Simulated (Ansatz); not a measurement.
The system is Rh.

```
Rh
1.0
     0.00000    1.89785    1.89785
     1.89785    0.00000    1.89785
     1.89785    1.89785    0.00000
Rh
1
Direct
  0.00000 0.00000 0.00000
```

Base run:

```yaml
Program: Ansatz 0.2.0
Functional: RPBE
Potentials_or_basis: Ansatz PAW
Cutoff: "420 eV (not typed: the program's choice for these potentials)"
k_mesh: 12 × 12 × 12
Occupations: fermi-dirac, width 0.05 eV
Spin: no spin polarisation
```

Its results: band gap on the k mesh none (metal or under the smearing width); pressure 12.0 GPa.

Q: After a change of settings the same cell gave: band gap on the k mesh none (metal or under the smearing width); pressure 0.8 GPa. Which change was it?
A. functional from RPBE to r2SCAN; cutoff from 420 eV (not typed: the program's choice for these potentials) to 500 eV (not typed: the program's choice for these potentials)
B. functional from RPBE to HSEsol; k mesh from 12 × 12 × 12 to 6 × 6 × 6
C. functional from RPBE to PBE; occupations from fermi-dirac, width 0.05 eV to gaussian, width 0.012 eV
D. functional from RPBE to BLYP

A: A.

Caveats: the PAW data sets come from PBE, with cores solved anew for the run's functional, which leaves a small shift of forces and pressure.
